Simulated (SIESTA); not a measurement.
FeO (Wuestite) in SIESTA: the effect of Hubbard term

The system is FeO (Wuestite).

```
CELL_PARAMETERS angstrom
1.51882 0.87689 2.51958
-1.51882 0.87689 2.51958
0.00000 -1.75378 2.51958
ATOMIC_POSITIONS crystal
Fe 0.00000 0.00000 0.00000
O 0.50000 0.50000 0.50000
```

Alike in all runs:

| Property | Result |
| --- | --- |
| Program | SIESTA 5.4.2 |
| Task | density of states |
| Functional | PBE |
| Potentials or basis | PseudoDojo 0.4 standard (PBE files) |
| Basis | DZP (energy shift 0.003 Ry; two zetas on semicore shells) |
| Grid cutoff | 800 Ry |
| Energy shift | 0.003 Ry |
| k mesh | 8 × 8 × 8 |
| Occupations | fermi-dirac, width 0.05 eV |
| Spin | collinear spin, ferromagnetic start |
| Starting moments | [3.0, 0.0] μB |
| Hubbard projector method | 1 |
| U from the first cycle | yes |
| broadening (eV) | 0.2 eV |
| window from (eV) | -25 eV |
| window to (eV) | 5 eV |

```tsv
Hubbard term	pressure (GPa)
none	-0.4
Fe d U = 2 eV	?
Fe d U = 4 eV	3.1
Fe d U = 6 eV	5.1
```

Q: What does the run with Hubbard term Fe d U = 2 eV give?

A: Pressure 1.2 GPa.

Worked out: A straight line through the other rows of the pressure, of slope 0.911 GPa per eV, gives 1.4 GPa, against the run's 1.2.

Caveats: short orbitals over semicore shells can move pressures by several GPa; the basis of atomic orbitals isn't converged, which shifts pressures, moduli and gaps; a cell with one magnetic atom can't hold antiferromagnetic order, which such compounds often take; semilocal functionals often make such compounds metallic where correlation or magnetic order opens a gap, which also shifts bond lengths (some runs).
